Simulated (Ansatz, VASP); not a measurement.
# HC2F (H-CC-F chair monolayer) in two plane-wave programs

Aim: how closely do two programs agree when they are given the same cell, functional and k mesh? The structure shown is the start of the Ansatz relaxation below; VASP solves that cell, so the two are compared at the walk's first step.

Main program and level: Ansatz 0.2.0; plane waves, with VASP 6.6.1 beside it; single point at PBE with D3(BJ).

## (1) The structure

The cell holds 4 atoms: 1 F, 2 C and 1 H. Cell: a = 2.508 Å, b = 2.508 Å, c = 36.807 Å, α = 90.0°, β = 90.0°, γ = 120.0°. Vacuum lies along c.

## (2) Ansatz: relaxation, PBE with D3(BJ)

Ansatz runs on its default PAW (the set named soft_2) files.

The two programs are compared at the cell with which this relaxation starts, whose forces are those of its first step.

input.yaml reads:

```yaml
crystal:
  lattice:
    - [2.508, 0.0, 0.0]
    - [-1.254, 2.1719917127, 0.0]
    - [0.0, 0.0, 36.8066666657]
  atoms:
    - { symbol: F, position: [0.6666666667, 0.3333333333, 0.4605143996] }
    - { symbol: C, position: [0.6666666667, 0.3333333333, 0.4966491578] }
    - { symbol: C, position: [0.3333333333, 0.6666666667, 0.5104147799] }
    - { symbol: H, position: [0.3333333333, 0.6666666667, 0.5394856004] }
  periodic: [true, true, false]
kpoints:
  mp_grid: { grid: [18, 18, 1] }
hamiltonian:
  xc: pbe
  dispersion: d3bj
scf:
  occupations: { method: fermi_dirac, width: 0.05 }
  convergence: { dr2_threshold: 1.0e-09 }
relax:
  f_tol: 0.004
  max_steps: 90
  cell: {}
output:
  write_potential: true
  write_density: true
  volumetric_format: npy
```

On the command line:

```sh
$ ansatz run input.yaml --threads 2 --pin off --max-ram 3072MiB --backend cpu --events-out ev --progress --plain --runs-dir out
```

Numbers of over 12 decimals in the logs are rounded to 6 here.

Output:

```text
Warning: relax.cell: scf.convergence.dr2_threshold = 1e-9 eV is looser than the 2.40121918001e-10 eV advised for a relaxation that steers and ends on the stress (1e-10 eV for each atom of the cell: 4, times the square of relax.cell.stress_2d_tol = 0.05 N/m over 12.9 Å (the atoms' height at the walk's start and 5 Å past either face), 3.874e-2 GPa, over a crystal's default 0.05). What an SCF threshold leaves in a stress goes as its square root, and in the free energy as the threshold itself, and one threshold admits the most on a small cell: [figures from the program's tests cut] Set scf.convergence.dr2_threshold to 2.40121918001e-10 eV or tighter. [rest of the remark cut]
Engine: ansatz 0.2.0, aarch64-unknown-linux-gnu
Pseudopotentials: kind: paw
Pseudopotential: F, paw, valence charge 7, recommended cutoff 420 eV (normal), F.paw.azcp
Pseudopotential: C, paw, valence charge 4, recommended cutoff 420 eV (normal), C.paw.azcp
Pseudopotential: H, paw, valence charge 1, recommended cutoff 420 eV (normal), H.paw.azcp
Functional definition: PBE
  parameter kappa = 0.804
  parameter beta = 0.066725
  exchange = pbe_x(kappa = kappa, mu = beta*pi^2/3)
  correlation = pbe_c(beta = beta)
Crystal: 4 atoms, lattice volume = 200.499 Å³
Basis set: ecut = 420 eV, 3945 PW (Γ), exchange–correlation on 36×36×500 points (8 copies of the dense FFT grid, shifted against one another)
Bands: 12, of which v1, the nominal top of the filled ones, is band 8 counted from 1 (7 counted from 0)
Symmetry: 6 space group operations
Space group: P3m1 (ITA 156), of the structure as read, at distance tolerance 5.9e-5 Å
k-points: 37 of 324 (time reversal used)
Non-local potential: F, projectors of the file, l = 0: 2, l = 1: 2, l = 2: 1
Non-local potential: C, projectors of the file, l = 0: 2, l = 1: 2, l = 2: 1
Non-local potential: H, projectors of the file, l = 0: 2, l = 1: 1
PAW form: soft (Blöchl's): semilocal exchange-correlation on the pseudo side does not see the compensation charge
PAW one-centre angular grid: F, 110 points (default); XC on 64 Gauss nodes
PAW one-centre angular grid: C, 110 points (default); XC on 64 Gauss nodes
PAW one-centre angular grid: H, 110 points (default); XC on 64 Gauss nodes
Initial density: superposition of atomic densities (neutral atoms: chi_scale 0, normalization atom), corrected by the library's trained network
Initial wavefunctions: pseudopotential atomic-orbital guess
Functional: x = pbe(κ = 0.804, μ = 0.219515), c = pbe(β = 0.066725)
SCF iter   1: F=—  HF=-1325.378386 eV  |F-HF|=—  |Δ(HF+E_count)|=         —  Δρ=3.68e-3  dr2=9.49e-2  ethr=1.77e-3  ⟨swp⟩=11.4  Hψ=4396  notcnv=0
preconditioner: auto → Resta (q_TF=auto, 1.790 Å⁻¹)  ε∞=1.4  [insulator: Δε(μ)=2.853 eV  Ē_g=16.975 eV  σ=0.050 eV  W_gap=1.00  n_scr=20 (ndim 8)  ℏωp=10.5 eV  f_vac=0.839  D(μ)=0.00/eV (n_scr^D=0)  ε∞_Penn≈1.4  vacuum switching on, ρ_ref=2.1e-2 e/Å³]
SCF iter   2: F=—  HF=-1325.368687 eV  |F-HF|=—  |Δ(HF+E_count)|=   9.70e-3  Δρ=4.60e-3  dr2=5.50e-2  ethr=5.93e-4  ⟨swp⟩=4.4  Hψ=1394  notcnv=0
SCF iter   3: F=—  HF=-1325.358585 eV  |F-HF|=—  |Δ(HF+E_count)|=   1.01e-2  Δρ=1.44e-3  dr2=2.70e-3  ethr=3.44e-4  ⟨swp⟩=3.7  Hψ=951  notcnv=0
SCF iter   4: F=—  HF=-1325.359161 eV  |F-HF|=—  |Δ(HF+E_count)|=   5.76e-4  Δρ=2.51e-4  dr2=9.28e-5  ethr=1.69e-5  ⟨swp⟩=4.2  Hψ=1157  notcnv=0
SCF iter   5: F=—  HF=-1325.359255 eV  |F-HF|=—  |Δ(HF+E_count)|=   9.31e-5  Δρ=7.71e-5  dr2=6.58e-6  ethr=5.80e-7  ⟨swp⟩=2.9  Hψ=1055  notcnv=0
SCF iter   6: F=—  HF=-1325.359261 eV  |F-HF|=—  |Δ(HF+E_count)|=   6.12e-6  Δρ=2.23e-5  dr2=9.65e-7  ethr=4.11e-8  ⟨swp⟩=3.0  Hψ=903  notcnv=0
SCF iter   7: F=—  HF=-1325.359212 eV  |F-HF|=—  |Δ(HF+E_count)|=   4.86e-5  Δρ=6.16e-6  dr2=6.00e-8  ethr=6.03e-9  ⟨swp⟩=2.6  Hψ=843  notcnv=0
SCF iter   8: F=—  HF=-1325.359212 eV  |F-HF|=—  |Δ(HF+E_count)|=   2.60e-8  Δρ=2.05e-6  dr2=4.33e-9  ethr=3.75e-10  ⟨swp⟩=2.7  Hψ=840  notcnv=0
SCF iter   9: F=-1325.359212 eV  HF=-1325.359212 eV  |F-HF|=1.65e-9  |Δ(HF+E_count)|=   2.21e-8  Δρ=6.06e-7  dr2=2.86e-10  ethr=6.25e-12  ⟨swp⟩=10.5  Hψ=3122  notcnv=0
SCF 1 converged in 9 iterations: F = -1325.359212 eV  dr2 = 2.86e-10
  greatest PAW one-centre occupation: 0.935 electrons in one spin orbital (limit 2), on the F atom at site 0 (counted from 0), in its partial waves of l = 0
[...]
preconditioner: auto → Resta (q_TF=auto, 1.777 Å⁻¹)  ε∞=1.4  [insulator: Δε(μ)=2.599 eV  Ē_g=15.799 eV  σ=0.050 eV  W_gap=1.00  n_scr=20 (ndim 8)  ℏωp=10.3 eV  f_vac=0.843  D(μ)=0.00/eV (n_scr^D=0)  ε∞_Penn≈1.4  vacuum switching on, ρ_ref=1.8e-2 e/Å³]
SCF iter   2: F=—  HF=-1325.467189 eV  |F-HF|=—  |Δ(HF+E_count)|=   2.64e-5  Δρ=1.69e-5  dr2=5.04e-7  ethr=1.02e-8  ⟨swp⟩=2.2  Hψ=691  notcnv=0
[...]
SCF 8 converged in 5 iterations: F = -1325.467189 eV  dr2 = 9.56e-10
relax step   8: F+E_penalty+E_count = -1325.46718902 eV  Δ(F+E_penalty+E_count) = +4.962e-5 eV  max|allowed force component| = 2.808e-4 eV/Å  Δτ_max = 0.0002 Å  P = +0.001 N/m  Ω = 209.883 Å³  energy of the carried Pulay correction = -4.681e-4 eV  fix = [c, alpha, beta]  reactions: c +0.000 N/m  (5 SCF iters, accepted)
iter 1 solved again at ethr=3.77e-7 eV; its pass at ethr=3.10e-3 eV (dr2=6.03e-5 eV) is discarded
SCF iter   1: F=—  HF=-1325.467532 eV  |F-HF|=—  |Δ(HF+E_count)|=         —  Δρ=2.05e-5  dr2=6.00e-8  ethr=3.77e-7  ⟨swp⟩=5.0  Hψ=5916  notcnv=0
eigensolver tolerance schedule: the retry pair's looser diagonalisation over-reported the residual by 1004.89 of it (diagonalisation noise at 0.14 of the residual, at the tolerance the schedule requests for it); recorded, not acted on — ethr = c·dr2/N_el stays at c = 1.0e-1
preconditioner: auto → Resta (q_TF=auto, 1.777 Å⁻¹)  ε∞=1.4  [insulator: Δε(μ)=2.598 eV  Ē_g=15.724 eV  σ=0.050 eV  W_gap=1.00  n_scr=20 (ndim 8)  ℏωp=10.3 eV  f_vac=0.843  D(μ)=0.00/eV (n_scr^D=0)  ε∞_Penn≈1.4  vacuum switching on, ρ_ref=1.8e-2 e/Å³]
SCF iter   2: F=—  HF=-1325.467623 eV  |F-HF|=—  |Δ(HF+E_count)|=   9.12e-5  Δρ=9.83e-6  dr2=1.46e-8  ethr=3.75e-10  ⟨swp⟩=3.8  Hψ=1091  notcnv=0
SCF iter   3: F=—  HF=-1325.467686 eV  |F-HF|=—  |Δ(HF+E_count)|=   6.31e-5  Δρ=3.06e-6  dr2=1.07e-8  ethr=9.13e-11  ⟨swp⟩=3.4  Hψ=1028  notcnv=0
iter 4 met the thresholds in force, and the SCF goes on: an eigenvalue changes by 25.86 meV, over its tolerance of 1.20 meV (output.eigenvalues, Limitations)
SCF iter   4: F=-1325.467696 eV  HF=-1325.467694 eV  |F-HF|=1.94e-6  |Δ(HF+E_count)|=   7.70e-6  Δρ=8.29e-7  dr2=7.49e-10  ethr=6.25e-12  ⟨swp⟩=14.9  Hψ=4388  notcnv=0
iter 5 met the thresholds in force, and the SCF goes on: an eigenvalue changes by 5.65 meV, over its tolerance of 1.01 meV (output.eigenvalues, Limitations)
SCF iter   5: F=-1325.467696 eV  HF=-1325.467696 eV  |F-HF|=1.87e-7  |Δ(HF+E_count)|=   1.75e-6  Δρ=1.61e-7  dr2=1.48e-11  ethr=4.68e-12  ⟨swp⟩=11.4  Hψ=3609  notcnv=0
Mixer restart at iter 5: flushing history
SCF iter   6: F=-1325.467696 eV  HF=-1325.467696 eV  |F-HF|=2.11e-11  |Δ(HF+E_count)|=   1.87e-7  Δρ=1.32e-7  dr2=2.72e-11  ethr=1.00e-12  ⟨swp⟩=9.3  Hψ=3226  notcnv=0
SCF 9 converged in 6 iterations: F = -1325.467696 eV  dr2 = 2.72e-11
relax step   9: F+E_penalty+E_count = -1325.46769587 eV  Δ(F+E_penalty+E_count) = -5.069e-4 eV  max|allowed force component| = 3.884e-4 eV/Å  Δτ_max = 0.0000 Å  P = +0.008 N/m  Ω = 209.883 Å³  fix = [c, alpha, beta]  reactions: c +0.000 N/m  stress off target by 8.10e-3 N/m on what of the cell is left free  SCF on the basis re-selected at this cell (its energy is not comparable with the rows above)  (6 SCF iters)
basis re-selected at this cell: Δ(F+E_penalty+E_count) = -5.069e-4 eV, ΔP = +0.007 N/m vs the last step (what re-selecting the basis moved, of the pressure what is left beyond the Pulay correction that the steps carried, after the strain that the cell walked since its last selection, with what the two solves' SCF thresholds leave and, on support functions, any second-order correction that the steps lacked; it is no m [...]
WARN: The output density's exchange-correlation potential varies sharply where the density is thin. Do not read a vacuum level from v_tot or v_xc, or from such a field of the output density. On a cell that repeats whose density bears no net charge and no dipole along the vacuum's axis use v_es (v_loc + v_h of the components); under efield.dipole_correction with no amplitude use v_es + v_field, which holds any externa [...]
SCF converged after 6 iterations
an eigenvalue changed by more than its tolerance at an iteration that met the thresholds in force, so the SCF went on 2 times, its first undamped step at iteration 5: the last check found none over its tolerance
Free energy (F): -1325.467696 eV
Harris-Foulkes:  -1325.467696 eV  (|F-HF|=2.11e-11)
Internal energy: -1325.467696 eV  (E = F + TS)
E sigma→0 (E₀):  -1325.467696 eV
Fermi energy:    -4.677514 eV
--- Per-component energies (eV) ---
  E_band       = -234.770888
  E_kinetic    = 401.546468
  E_local      = -33368.236301  (includes V_loc(G=0)·N_el)
  E_nonlocal   = 128.219932
  E_hartree    = 16458.060415
  E_xc         = -184.645146
  E_vxc        = -232.724812  (∫ρ·V_xc dr)
  E_paw        = -399.220470  (= ΣΔE_a)
  E_vpaw       = -79.697760  (= ΣTr[D̂ρ^β])
  E_aug_tail   = 0.000673  (compensation charges beyond the density's cutoff)
  E_ewald      = 15639.085417
  E_disp       = -0.278683  (pairwise vdW)
  E_smearing   = -0.000000  (= −TS)
  E_closure    = 0.000000  (closes the sum)
  Σ components = -1325.467696   (vs F -1325.467696, Δ=0.00e0)
--- Forces (eV/Å), atoms counted from 1 ---
  atom   1  F     -0.00000000    -0.00000000     0.00009289
  atom   2  C      0.00000000     0.00000000    -0.00038656
  atom   3  C      0.00000000    -0.00000000     0.00018802
  atom   4  H      0.00000000     0.00000000     0.00011284
  max |Σ_I F_I| component: 7.19e-6 eV/Å
--- 2D stress c σ (N/m, compression-positive) ---
        0.008099       0.000000      -0.000000
       -0.000000       0.008099       0.000000
       -0.000000       0.000000       0.000000
  P = ½ c Tr σ = 0.0081 N/m
--- Band table (eV; the first three rows and the last of 37) ---
  k-point 0: bands = [... 4 lower, -9.0785, -9.0785, -5.9889, -5.9889, -3.3879 (-3.3879°), -2.2563, -1.6867, -0.8612]
  k-point 1: bands = [... 4 lower, -9.2366, -9.1404, -6.2356, -6.0803, -3.2952 (-3.2951°), -2.1618, -1.5901, -0.7587]
  k-point 2: bands = [... 4 lower, -9.6688, -9.3195, -6.8321, -6.3124, -3.0286 (-3.0286°), -1.8799, -1.3060, -0.4669]
  k-point 36: bands = [... 4 lower, -12.0733, -11.9265, -9.3376, -8.4513, 2.0933, 2.4692, 4.0587, 6.1416]
  ° read free of the cell's end (the report's vacuum.weakly_bound_levels)
--- Relaxed structure (7 steps of the walk, 7 accepted, 2 SCFs on fresh bases) ---
  F+E_penalty+E_count = -1325.46769587 eV   max|allowed force component| = 3.884e-4 eV/Å   (the final SCF, on the basis selected at the relaxed cell)
  cell:  # Å, volume = 209.8832 Å³
    - [2.566022, 0.0, 0]
    - [-1.283011, 2.222240, 0]
    - [0, 0, 36.8066666657]
  atoms:
    - { symbol: F, position: [0.666667, 0.333333, 0.459811] }
    - { symbol: C, position: [0.666667, 0.333333, 0.497133] }
    - { symbol: C, position: [0.333333, 0.666667, 0.510056] }
    - { symbol: H, position: [0.333333, 0.666667, 0.540065] }
```

(Part 1 of 2 ends here.)

[Lines on the potential files, build, host, timing and source positions are cut from VASP's logs without a mark.]

[Logs are printed without paths, hosts, clocks, repeated set-up lines and the standing remarks that a program may print on its own settings, such as how far it seeks lower states.]

[Hosts, paths, dates, database ids (printed as entryN), source tags and the programs' standing remarks are cut or masked in the printed files.]
